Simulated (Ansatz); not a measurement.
CdI$_{2}$, DFT, PBEsol, PAW with Ansatz's default frozen-core files, scalar-relativistic (Ansatz 0.2.0), run on 1 thread of Arm Neoverse V1 on a shared host.

The geometry is COD entry 1539851, unchecked; take it as a test cell. It differs from other determinations. The listed cell was then made from it by scaling, straining or moving an atom.

Command: `ansatz run input.yaml --threads 1 --pin off --max-ram 4096MiB --backend cpu --events-out ev --progress --plain --runs-dir out`

```yaml
crystal:
  lattice:
    - [4.2015592226, 0.0, 0.0]
    - [-2.1007796112, 3.6386570222, 0.0]
    - [0.0, 0.0, 6.859]
  atoms:
    - { symbol: Cd, position: [0.0, 0.0, 0.0] }
    - { symbol: I, position: [0.3333333333, 0.6666666667, 0.2492] }
    - { symbol: I, position: [0.6666666667, 0.3333333333, 0.7508] }
kpoints:
  mp_grid: { grid: [8, 8, 5] }
scf:
  occupations: { method: fermi_dirac, width: 0.03 }
hamiltonian:
  xc: pbesol
  pseudopotentials: { kind: paw }
output:
  forces: true
  stress: true
  eigenvalues: true
  efg: { contact_densities: true }
  write_density: true
  write_potential: true
  elf: true
  volumetric_format: npy
```

How large is the problem that the program sets up?

40 irreducible k-points, 1985 plane waves at Γ, 33 bands.

About how long does it take, and how much memory does it use?

13 s of wall time for 7 SCF iterations, with a peak of 0.48 GiB. Times on shared machines scatter by tens of per cent.

And the same cell and mesh by all-electron PAW (datasets made for this crystal), asked for forces, stress, eigenvalues, efg, on the same hardware?

12 s, peak memory 0.63 GiB.
